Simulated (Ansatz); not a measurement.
**Structure relaxation of Si**

Method: Ansatz, DFT PBE, scalar-relativistic, plane waves, PAW. Cutoff 420 eV, Γ-centred k mesh, Gaussian smearing, no spin polarisation in the final step.

The start puts Si on the alpha-boron structure type (R-3m, No. 166), at a guessed volume.

```
CELL_PARAMETERS angstrom
3.51948 2.03197 6.00213
-3.51948 2.03197 6.00213
0.00000 -4.06395 6.00213
ATOMIC_POSITIONS crystal
Si 0.01019 0.65361 0.01019
Si 0.01019 0.01019 0.65361
Si 0.65361 0.01019 0.01019
Si 0.98981 0.34639 0.98981
Si 0.34639 0.98981 0.98981
Si 0.98981 0.98981 0.34639
Si 0.22118 0.63060 0.22118
Si 0.22118 0.22118 0.63060
Si 0.63060 0.22118 0.22118
Si 0.77882 0.36940 0.77882
Si 0.36940 0.77882 0.77882
Si 0.77882 0.77882 0.36940
```

Cell and atoms relax at zero pressure; the relaxation can't lower the symmetry of the start. After a coarse first stage the cell is made exact in the group found at 0.06 Å.

Energies count from the standard state of Si at the same level.

(1) Describe the relaxed structure.

(2) What are its volume, energy, density and gap?

Answers

(1) It keeps R-3m (No. 166), but not the shape of the type it started on. Conventional cell: a = 5.183 Å, c = 26.246 Å. Around Si on Wyckoff site h (6 atoms of the primitive cell) lie 7 Si at 2.48–2.63 Å; Si on Wyckoff site h (6 atoms of the primitive cell) is coordinated by 8 Si at 2.56–2.62 Å.

Space group R-3m:H (No. 166). a = 5.183 Å, b = 5.183 Å, c = 26.246 Å, α = 90.00°, β = 90.00°, γ = 120.00°
```
atom site symmetry x y z
  Si   18h        .m  0.1694  0.8306  0.8805
  Si   18h        .m  0.5013  0.4987  0.7076
```

(2) The volume per atom is 16.96 Å³ and the density is 2.75 g/cm³. The energy over the standard structure is 0.44 eV/atom. The gap on the 9×9×9 mesh is 0 eV (a metal).

The final run used a 9×9×9 mesh on its 12-atom cell and 0.10 eV smearing. The k mesh leaves about 4 meV/atom of noise in metals. Symmetry constrained the relaxation, so the result can be a saddle point.

This form isn't the element's structure at ambient conditions.